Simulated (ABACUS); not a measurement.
# Pt (P6_3/mmc) in ABACUS: notebook, part 2 of 3

ABACUS 3.10.1.

## (3) Relaxation of cell and atoms, PBE, target pressure 20 GPa, at which the enthalpy is minimised

Contents of run_abacus.py:

```python
"""ABACUS run from a structure file: ASE reads it, the script writes STRU, KPT and INPUT."""
import re
import subprocess
import spglib
from ase import Atoms
from ase.io import read
from ase.units import Bohr

atoms = read("Pt.cif")
cell, frac, numbers = spglib.standardize_cell((atoms.cell[:], atoms.get_scaled_positions(), atoms.numbers), to_primitive=True, symprec=1e-4)
atoms = Atoms(numbers=numbers, cell=cell, scaled_positions=frac, pbc=True)  # the primitive cell
atoms = atoms[(-atoms.numbers).argsort(kind="stable")]  # ABACUS lists atoms element by element
pseudo = {'Pt': 'Pt.upf'}
orbital = {}
magmoms = None
kmesh = [8, 8, 4]
params = {
    'suffix': 'Pt',
    'calculation': 'cell-relax',
    'basis_type': 'pw',
    'pseudo_dir': './',
    'symmetry': 1,
    'dft_functional': 'pbe',
    'ecutwfc': 84,
    'pseudo_rcut': 7,
    'nspin': 1,
    'nbands': 22,
    'ks_solver': 'dav',
    'smearing_method': 'fd',
    'smearing_sigma': 0.00367493,
    'scf_thr': 1e-08,
    'scf_nmax': 100,
    'mixing_type': 'broyden',
    'mixing_beta': 0.7,
    'cal_force': 1,
    'cal_stress': 1,
    'relax_nmax': 60,
    'force_thr_ev': 0.005,
    'relax_method': 'cg',
    'out_stru': 1,
    'stress_thr': 1,
    'press1': 200,
    'press2': 200,
    'press3': 200,
    'kpar': 4,
}

symbols = atoms.get_chemical_symbols()
elements = list(dict.fromkeys(symbols))
lines = ["ATOMIC_SPECIES"] + [f"{e} {atoms.get_masses()[symbols.index(e)]:.4f} {pseudo[e]}" for e in elements]
if orbital:
    lines += ["", "NUMERICAL_ORBITAL"] + [orbital[e] for e in elements]
lines += ["", "LATTICE_CONSTANT", f"{1 / Bohr:.10f}", "", "LATTICE_VECTORS"]
lines += [" ".join(f"{x:.10f}" for x in v) for v in atoms.cell]
lines += ["", "ATOMIC_POSITIONS", "Direct"]
for e in elements:
    lines += ["", e, "0.0", str(symbols.count(e))]
    for i, p in enumerate(atoms.get_scaled_positions(wrap=False)):
        if symbols[i] == e:
            mag = "" if magmoms is None else " mag " + " ".join(str(x) for x in (magmoms[i] if isinstance(magmoms[i], list) else [magmoms[i]]))
            lines.append(" ".join(f"{x:.10f}" for x in p) + " 1 1 1" + mag)
open("STRU", "w").write("\n".join(lines) + "\n")
open("KPT", "w").write("K_POINTS\n0\nGamma\n%d %d %d 0 0 0\n" % tuple(kmesh))
open("INPUT", "w").write("INPUT_PARAMETERS\n" + "".join(f"{k:<20s}{v}\n" for k, v in params.items()))

done = subprocess.run(['mpirun', '-np', '4', 'abacus'])
if done.returncode:
    raise SystemExit(done.returncode)
log = open("OUT.Pt/running_cell-relax.log").read()
print("final energy (eV):", re.findall(r"FINAL_ETOT_IS (\S+)", log))
```

Contents of Pt.cif:

```cif
data_Pt
_cell_length_a 2.76066562
_cell_length_b 2.76066562
_cell_length_c 4.79213400
_cell_angle_alpha 90.00000000
_cell_angle_beta 90.00000000
_cell_angle_gamma 120.00000000
_space_group_name_H-M_alt 'P6_3/mmc'
_space_group_name_Hall '-P 6c 2c'
_space_group_IT_number 194
loop_
_space_group_symop_operation_xyz
'x,y,z'
'-x,-y,-z'
'x-y,x,z+1/2'
'-x+y,-x,-z+1/2'
'-y,x-y,z'
'y,-x+y,-z'
'-x,-y,z+1/2'
'x,y,-z+1/2'
'-x+y,-x,z'
'x-y,x,-z'
'y,-x+y,z+1/2'
'-y,x-y,-z+1/2'
'-y,-x,-z+1/2'
'y,x,z+1/2'
'-x,-x+y,-z'
'x,x-y,z'
'-x+y,y,-z+1/2'
'x-y,-y,z+1/2'
'y,x,-z'
'-y,-x,z'
'x,x-y,-z+1/2'
'-x,-x+y,z+1/2'
'x-y,-y,-z'
'-x+y,y,z'
loop_
_atom_site_label
_atom_site_type_symbol
_atom_site_symmetry_multiplicity
_atom_site_Wyckoff_symbol
_atom_site_fract_x
_atom_site_fract_y
_atom_site_fract_z
_atom_site_occupancy
Pt1 Pt 2 c 0.3333333333 0.6666666667 0.2500000000 1
```

Potentials or basis: PseudoDojo NC SR 0.4.1 PBE standard, plane waves.

Command:

```bash
$ OMP_NUM_THREADS=1 python run_abacus.py > log
```

running log:

```text
ABACUS v3.10.1

               Atomic-orbital Based Ab-initio Computation at UStc

 ------------------------------------------------------------------------------------

 READING GENERAL INFORMATION
                           global_out_dir = OUT.Pt/
                           global_in_card = INPUT
                               pseudo_dir = ./
                              orbital_dir =
                                    DSIZE = 4
                                    GSIZE = 1

 READING UNITCELL INFORMATION
                                    ntype = 1
                  lattice constant (Bohr) = 1.88973
              lattice constant (Angstrom) = 1

 READING ATOM TYPE 1
                               atom label = Pt
                      L=0, number of zeta = 1
                      L=1, number of zeta = 1
                      L=2, number of zeta = 1
             number of atom for this type = 2

                        TOTAL ATOM NUMBER = 2
DIRECT COORDINATES
    atom                   x                   y                   z     mag                  vx                  vy                  vz
taud_Pt1            0.3333333333        0.6666666667        0.2500000000  0.0000        0.0000000000        0.0000000000        0.0000000000
taud_Pt2            0.6666666667        0.3333333333        0.7500000000  0.0000        0.0000000000        0.0000000000        0.0000000000

                          Volume (Bohr^3) = 213.444
                             Volume (A^3) = 31.6291

 Lattice vectors: (Cartesian coordinate: in unit of a_0)
             +2.76067                  +0                  +0
             -1.38033            +2.39081                  +0
                   +0                  +0            +4.79213
 Reciprocal vectors: (Cartesian coordinate: in unit of 2 pi/a_0)
            +0.362231           +0.209134                  -0
                   -0           +0.418269                  -0
                   +0                  -0           +0.208675
 The esolver type has been set to : ksdft_pw

                PAO radial cut off (Bohr) = 7

 Read in pseudopotential file is Pt.upf
                     pseudopotential type = NC
          exchange-correlation functional = PBE
                 nonlocal core correction = 1
                        valence electrons = 18
                                     lmax = 3
                           number of zeta = 4
                     number of projectors = 8
                           L of projector = 0
                           L of projector = 0
                           L of projector = 1
                           L of projector = 1
                           L of projector = 2
                           L of projector = 2
[... 101 lines left out ...]
                       right hand lattice = 1
(for k-lattice: )
                             BRAVAIS TYPE = 4
                     BRAVAIS LATTICE NAME = 04. Hexagonal cell
                                    ibrav = 4
                       right hand lattice = 1
                        ROTATION MATRICES = 24
                               nkstot_ibz = 30
K-POINTS REDUCTION ACCORDING TO SYMMETRY
     IBZ    DIRECT_X    DIRECT_Y    DIRECT_Z  WEIGHT  ibz2bz
       1  0.00000000  0.00000000  0.00000000  0.0039       0
       2 -0.12500000  0.12500000  0.00000000  0.0234       1
       3 -0.25000000  0.25000000  0.00000000  0.0234       2
       4 -0.37500000  0.37500000  0.00000000  0.0234       3
       5  0.50000000  0.50000000  0.00000000  0.0117       4
       6 -0.12500000  0.25000000  0.00000000  0.0234       9
[... 22 lines left out ...]
      29  0.50000000  0.25000000  0.50000000  0.0234     146
      30  0.37500000  0.37500000  0.50000000  0.0234     147

                               nkstot now = 30
[... K-POINTS DIRECT COORDINATES: 30 rows ...]

           k-point number in this process = 8
       minimum distributed K point number = 7
[... stars of the k points ...]

[... K-POINTS CARTESIAN COORDINATES: 8 rows ...]

[... K-POINTS DIRECT COORDINATES: 8 rows ...]

 SETUP PLANE WAVES FOR WAVE FUNCTIONS
     energy cutoff for wavefunc (unit:Ry) = 84
              fft grid for wave functions = [ 32, 32, 54 ]
                    number of plane waves = 4031
                         number of sticks = 199

 PARALLEL PW FOR WAVE FUNCTIONS
     PROC   COLUMNS(POT)             PW
        1            199           4031
 --------------- sum -------------------
        1            199           4031

 SETUP NONLOCAL PSEUDOPOTENTIALS IN PLANE WAVE BASIS
 Pt non-local projectors:
 projector 1 L=0
 projector 2 L=0
 projector 3 L=1
 projector 4 L=1
 projector 5 L=2
 projector 6 L=2
 projector 7 L=3
 projector 8 L=3
      TOTAL NUMBER OF NONLOCAL PROJECTORS = 64

 Init Non-Local PseudoPotential table :
 Init Non-Local-Pseudopotential done.

                                     npwx = 2829

 Make real space PAO into reciprocal space.
       max mesh points in Pseudopotential = 701
     dq(describe PAO in reciprocal space) = 0.01
                                    max q = 1841

 number of pseudo atomic orbitals for Pt is 4
WARNING: norm of atomic wavefunction # 3 of atomic type Pt is 0.999881, renormalized
WARNING: norm of atomic wavefunction # 4 of atomic type Pt is 0.997439, renormalized

 -------------------------------------------
 STEP OF RELAXATION : 1
 -------------------------------------------
                                 init_chg = atomic

 PW ALGORITHM --------------- ION=   1  ELEC=   1--------------------------------
 Notice: Threshold on eigenvalues was too large.
 hsover_error=0.36 > DRHO=0.157735
 Origin diag ethr = 0.01
 New diag ethr = 0.000438154
[... 391 lines left out ...]
 Largest gradient in stress is 83.018827 kbar.
 Threshold is 1.000000 kbar.

 Relaxation is not converged yet!
Too many Brent steps, let's do next CG step
DIRECT COORDINATES
    atom                   x                   y                   z     mag                  vx                  vy                  vz
taud_Pt1            0.3333333333        0.6666666667        0.2500000000  0.0000        0.0000000000        0.0000000000        0.0000000000
taud_Pt2            0.6666666667        0.3333333333        0.7500000000  0.0000        0.0000000000        0.0000000000        0.0000000000

                          Volume (Bohr^3) = 176.348111
                             Volume (A^3) = 26.132063
[... 803 lines left out ...]
 Largest gradient in stress is 0.543791 kbar.
 Threshold is 1.000000 kbar.

 Relaxation is converged!

 --------------------------------------------
 !FINAL_ETOT_IS -7106.9526789518804435 eV
 --------------------------------------------
```

INPUT:

```text
INPUT_PARAMETERS
suffix              Pt
calculation         cell-relax
basis_type          pw
pseudo_dir          ./
symmetry            1
dft_functional      pbe
ecutwfc             84
pseudo_rcut         7
nspin               1
nbands              22
ks_solver           dav
smearing_method     fd
smearing_sigma      0.00367493
scf_thr             1e-08
scf_nmax            100
mixing_type         broyden
mixing_beta         0.7
cal_force           1
cal_stress          1
relax_nmax          60
force_thr_ev        0.005
relax_method        cg
out_stru            1
stress_thr          1
press1              200
press2              200
press3              200
kpar                4
```

STRU:

```text
ATOMIC_SPECIES
Pt 195.0840 Pt.upf

LATTICE_CONSTANT
1.8897261258

LATTICE_VECTORS
2.7606656200 0.0000000000 0.0000000000
-1.3803328100 2.3908065583 0.0000000000
0.0000000000 0.0000000000 4.7921340000

ATOMIC_POSITIONS
Direct

Pt
0.0
2
0.3333333333 0.6666666667 0.2500000000 1 1 1
0.6666666667 0.3333333333 0.7500000000 1 1 1
```

It took 57 s on 4 MPI ranks of Intel Xeon Platinum 8488C (Sapphire Rapids), shared host; peak memory 0.36 GiB.

Results:

| Quantity | Value |
| --- | --- |
| Free energy | -7106.9527 eV |
| Relaxed volume | 14.68 Å³/atom |
| Relaxed cell | a = 2.719 Å, b = 2.719 Å, c = 4.587 Å, α = 90.00°, β = 90.00°, γ = 120.00° |
| Space group after relaxing (to 0.05 Å) | P6_3/mmc (No. 194) |
| Energy change on relaxing (the enthalpy is what falls) | +57.5 meV/atom |
| Ionic steps | 11 |
| Pressure after relaxing | 20.0 GPa |
| Band gap on the k mesh | none (metal or under the smearing width) |

Step by step:
```csv
step,energy change (eV),largest force (eV/Å),pressure (GPa),volume (Å³)
1,0.0000,0.0000,-0.98,31.63
2,3.5888,0.0000,184.94,22.78
3,0.0211,0.0000,7.98,30.56
4,0.0764,0.0000,15.69,29.79
5,1.0200,0.0000,74.76,26.13
6,0.0743,0.0000,15.96,29.73
7,0.0847,0.0000,17.11,29.63
8,0.1110,0.0000,19.70,29.40
9,0.1168,0.0000,20.25,29.35
10,0.1162,0.0000,20.17,29.36
11,0.1150,0.0000,20.02,29.36
```

Final structure:
```yaml
crystal:
  lattice:
    - [2.71871, 0.00000, 0.00000]
    - [-1.35935, 2.35447, 0.00000]
    - [0.00000, 0.00000, 4.58719]
  atoms:
    - { symbol: Pt, position: [0.33333, 0.66667, 0.25000] }
    - { symbol: Pt, position: [0.66667, 0.33333, 0.75000] }
```

(Part 2 of 3 ends here.)
